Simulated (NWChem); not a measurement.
# triplet C5H6: levels of theory compared

Wanted: a comparison of 5 runs (UB3LYP/6-31G*, UPBE0/6-31G*, U-r2SCAN/6-31G*, UBHLYP/6-31G*, UM06-L/6-31G*) of triplet C5H6. 

Program for the calculation: NWChem 7.3.0.

### Step 1. The molecule

C5H6 has 11 atoms, charge 0, and is taken as a triplet. As SMILES of the parent species, `C1=CCC=C1`. The shape is that of a PBE0-D4/def2-TZVP optimisation. That shape belongs to the parent species and isn't relaxed for this state.

Bond lengths: C1–C2 1.342 Å, C2–C3 1.493 Å, C3–C4 1.493 Å, C1–C5 1.460 Å, C4–C5 1.342 Å, C1–H6 1.082 Å, C2–H7 1.081 Å, C3–H8 1.098 Å, C3–H9 1.098 Å, C4–H10 1.081 Å, C5–H11 1.082 Å. Some angles: C1–C2–C3 109.1°, C2–C1–C5 109.2°, C2–C3–C4 103.4°, C3–C4–C5 109.1°, C1–C5–C4 109.2°, C1–C2–H7 126.8°, C3–C2–H7 124.1°, C2–C1–H6 126.1°, C5–C1–H6 124.7°, C2–C3–H8 112.0°.

### Step 2. A single-point energy at UB3LYP/6-31G(d) (spherical functions) (run 1)

Contents of c5h6.nw:

```
start c5h6
memory 2200 mb
charge 0
geometry units angstrom noautosym nocenter noautoz
   C    -1.190900    0.435600   -0.253200
   C    -0.728000    0.015400    0.934400
   C     0.696000   -0.404800    0.781800
   C     0.975900   -0.162000   -0.664000
   C    -0.129400    0.325400   -1.248800
   H    -2.189500    0.800700   -0.455900
   H    -1.275300   -0.023600    1.866100
   H     0.845500   -1.456900    1.058000
   H     1.366100    0.173100    1.432000
   H     1.927600   -0.357200   -1.138600
   H    -0.232600    0.597500   -2.291400
end
basis spherical bse
   * library 6-31G*
end
dft
   xc b3lyp
   mult 3
   grid xfine
   convergence energy 1e-08
   iterations 100
   mulliken
   print low
end
task dft energy
```

Started as:

```
$ nwchem c5h6.nw > c5h6.out
```

Output:

```text
[...]
 d= 0,ls=0.0,diis     1   -193.9269162615 -3.51D+02  4.13D-03  9.76D-02     5.1
[...]
 d= 0,ls=0.0,diis     8   -193.9780571979  5.21D-09  8.34D-06  3.15D-07    40.9
[...]
         Total DFT energy =     -193.978057197903
      One electron energy =     -571.438350346279
           Coulomb energy =      249.500545374983
    Exchange-Corr. energy =      -29.454175952515
 Nuclear repulsion energy =      157.413923725908
[...]
      Total Density - Mulliken Population Analysis
     ---------------------------------------------
    Atom       Charge   Shell Charges
 -----------   ------   -------------------------------------------------------
    1 C    6     6.11   2.00  0.69  2.06  0.50  0.82  0.04
    2 C    6     6.13   2.00  0.69  2.07  0.52  0.81  0.04
    3 C    6     6.31   2.00  0.67  2.13  0.57  0.90  0.05
    4 C    6     6.13   2.00  0.69  2.07  0.52  0.81  0.04
    5 C    6     6.11   2.00  0.69  2.06  0.50  0.82  0.04
    6 H    1     0.87   0.53  0.34
    7 H    1     0.87   0.53  0.34
    8 H    1     0.86   0.53  0.33
    9 H    1     0.86   0.53  0.33
   10 H    1     0.87   0.53  0.34
[...]
      <S2> =      2.0059 (Exact =     2.0000)
[...]
```

Run time: 41 s. Hardware: 1 thread of AMD EPYC 9R45 (Zen 5), shared host; peak memory 0.15 GiB.

### Step 3. The energy at UPBE0/6-31G(d) (spherical functions) (run 2)

Contents of run.nw:

```
echo
start run
title "C5H6"
memory total 2200 mb
geometry noautosym nocenter noautoz
  C     -1.190900     0.435600    -0.253200
  C     -0.728000     0.015400     0.934400
  C      0.696000    -0.404800     0.781800
  C      0.975900    -0.162000    -0.664000
  C     -0.129400     0.325400    -1.248800
  H     -2.189500     0.800700    -0.455900
  H     -1.275300    -0.023600     1.866100
  H      0.845500    -1.456900     1.058000
  H      1.366100     0.173100     1.432000
  H      1.927600    -0.357200    -1.138600
  H     -0.232600     0.597500    -2.291400
end
basis "ao basis" spherical bse
  C library 6-31G*
  H library 6-31G*
end
dft
  xc pbe0
  mult 3
  grid xfine
  convergence energy 1e-08
  maxiter 100
  mulliken
  print low
end
task dft energy
```

Started as:

```
$ nwchem run.nw > run.out
```

Output:

```text
[...]
 d= 0,ls=0.0,diis     1   -193.7000993336 -3.51D+02  3.25D-03  7.80D-02     4.7
[...]
 d= 0,ls=0.0,diis    11   -193.7432051641 -9.66D-09  2.99D-07  4.86D-10    53.3
[...]
         Total DFT energy =     -193.743205164146
      One electron energy =     -571.369402332906
           Coulomb energy =      249.414337213918
    Exchange-Corr. energy =      -29.202063771066
 Nuclear repulsion energy =      157.413923725908
[...]
      Total Density - Mulliken Population Analysis
     ---------------------------------------------
    Atom       Charge   Shell Charges
 -----------   ------   -------------------------------------------------------
    1 C    6     6.16   2.00  0.69  2.04  0.51  0.88  0.04
    2 C    6     6.16   2.00  0.68  2.05  0.54  0.85  0.04
    3 C    6     6.39   2.00  0.66  2.11  0.62  0.96  0.04
    4 C    6     6.16   2.00  0.68  2.05  0.54  0.85  0.04
    5 C    6     6.16   2.00  0.69  2.04  0.51  0.88  0.04
    6 H    1     0.83   0.52  0.31
    7 H    1     0.83   0.52  0.31
    8 H    1     0.83   0.52  0.31
    9 H    1     0.83   0.52  0.31
   10 H    1     0.83   0.52  0.31
[...]
      <S2> =      2.0071 (Exact =     2.0000)
[...]
```

Wall time 54 s (1 thread of AMD EPYC 9R45 (Zen 5), shared host); peak memory 0.15 GiB.

Runs 3 to 4 aren't shown in full; the table further down has their settings and results.

### Step 4. A single-point energy at UM06-L/6-31G(d) (spherical functions) (run 5)

Contents of job.nw:

```
start job
title "C5H6 M06-L"
memory 2200 mb
geometry noautosym nocenter noautoz
  C       -1.190900       0.435600      -0.253200
  C       -0.728000       0.015400       0.934400
  C        0.696000      -0.404800       0.781800
  C        0.975900      -0.162000      -0.664000
  C       -0.129400       0.325400      -1.248800
  H       -2.189500       0.800700      -0.455900
  H       -1.275300      -0.023600       1.866100
  H        0.845500      -1.456900       1.058000
  H        1.366100       0.173100       1.432000
  H        1.927600      -0.357200      -1.138600
  H       -0.232600       0.597500      -2.291400
end
basis spherical bse
  C library 6-31G*
  H library 6-31G*
end
dft
  xc m06-l
  mult 3
  grid xfine
  convergence energy 1e-08
  maxiter 100
  mulliken
  noprint "final vectors analysis"
end
task dft energy
```

Started as:

```
$ nwchem job.nw > job.out
```

Output:

```text
[...]
          Wavefunction type:  spin polarized.
          No. of atoms     :    11
          No. of electrons :    36
[...]
          Charge           :     0
          Spin multiplicity:     3
[...]
          AO basis - number of functions:    82
[...]
              XC Information
              --------------
                        M06-L Method XC Functional
                         M06-L Exchange Functional  1.000
                       M06-L Correlation Potential  1.000
[...]
 d= 0,ls=0.0,diis     1   -193.9093555314 -3.51D+02  3.51D-03  7.39D-02     6.5
[...]
 d= 0,ls=0.0,diis    11   -193.9485084856 -9.54D-09  4.36D-07  7.99D-10    73.2
[...]
         Total DFT energy =     -193.948508485599
      One electron energy =     -571.349178033190
           Coulomb energy =      249.417088230141
    Exchange-Corr. energy =      -29.430342408458
 Nuclear repulsion energy =      157.413923725908
[...]
      Total Density - Mulliken Population Analysis
     ---------------------------------------------
    Atom       Charge   Shell Charges
 -----------   ------   -------------------------------------------------------
    1 C    6     6.16   2.00  0.70  2.03  0.51  0.87  0.04
    2 C    6     6.17   2.00  0.70  2.04  0.55  0.85  0.04
    3 C    6     6.37   2.00  0.68  2.10  0.61  0.94  0.04
    4 C    6     6.17   2.00  0.70  2.04  0.55  0.85  0.04
    5 C    6     6.16   2.00  0.70  2.03  0.51  0.87  0.04
    6 H    1     0.83   0.54  0.29
    7 H    1     0.83   0.54  0.29
    8 H    1     0.84   0.54  0.30
    9 H    1     0.84   0.54  0.30
   10 H    1     0.83   0.54  0.29
[...]
      <S2> =      2.0096 (Exact =     2.0000)
[...]
```

Wall time 74 s (1 thread of AMD EPYC 9R45 (Zen 5), shared host); peak memory 0.15 GiB.

### Step 5. Overview of the runs

```
run                                  level  energy (Eh)   ⟨S²⟩  wall time
  1    UB3LYP/6-31G* (spherical functions)  -193.978057  2.006       41 s
  2     UPBE0/6-31G* (spherical functions)  -193.743205  2.007       54 s
  3  U-r2SCAN/6-31G* (spherical functions)  -193.860233  2.010       80 s
  4    UBHLYP/6-31G* (spherical functions)  -193.856142  2.009       53 s
  5    UM06-L/6-31G* (spherical functions)  -193.948508  2.010       74 s
```

### Step 6. Outcome

```
            quantity          value
 run 5: total energy  -193.94851 Eh
run 5: dipole moment         0.03 D
         run 5: ⟨S²⟩          2.010
```

What this shows: Over runs 3, 4, 5 the dipole moment (its size) runs from 0.02 D (UBHLYP/6-31G*) to 0.06 D (U-r2SCAN/6-31G*). The two dipoles point in opposite directions. Totals of different functionals can't be ranked against each other. All runs together took 5 min, the longest 80 s.
